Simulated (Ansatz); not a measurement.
Starting cell, AlSb (zinc blende):

```yaml
crystal:
  lattice:
    - [0.00000, 3.08862, 3.08862]
    - [3.08862, 0.00000, 3.08862]
    - [3.08862, 3.08862, 0.00000]
  atoms:
    - { symbol: Sb, position: [0.75000, 0.75000, 0.75000] }
    - { symbol: Al, position: [0.00000, 0.00000, 0.00000] }
```

In each cell atom 2 (Al, nearest neighbour Sb at 2.675 Å; its periodic images, 4.4 Å or more away, move with it) moves by s·(0.577, 0.577, 0.577) (along Cartesian [111]), the rest being held.

Calculation: r2SCAN (plane waves to 500 eV, PAW, scalar-relativistic; Ansatz, a first-principles code). k mesh 11×11×11 (Γ-centred), Fermi-Dirac smearing 0.05 eV. E stands for the smeared free energy. AlSb was relaxed with its symmetry unable to fall. Spin-orbit coupling is left out, though Sb is heavy. ΔE is measured from the undisplaced structure.

```
s (Å)   ΔE (meV/cell)
------  -------------
-0.270            377
-0.216       withheld
-0.162            123
-0.108             52
-0.054             12
0.000               0
0.054              11
0.108              42
0.162              89
0.216             149
0.270             219
```

Problem. Fit a polynomial form (powers 2, 3, 4) to the given rows and predict ΔE at s = -0.216.

Solution. Least squares on the 10 given rows: ΔE = (4012)·s² + (-4013)·s³ + (1044)·s⁴, in meV/cell with s in Å; root-mean-square residual 0.1 meV/cell. At -0.216 the fit gives 230 meV/cell; the calculation gives 230 meV/cell, the same to the digits shown. The quadratic term alone would give 187 meV/cell.

(A displaced cell: forces are minus the slopes of the energy, force constants its curvatures, and phonons follow from these.)
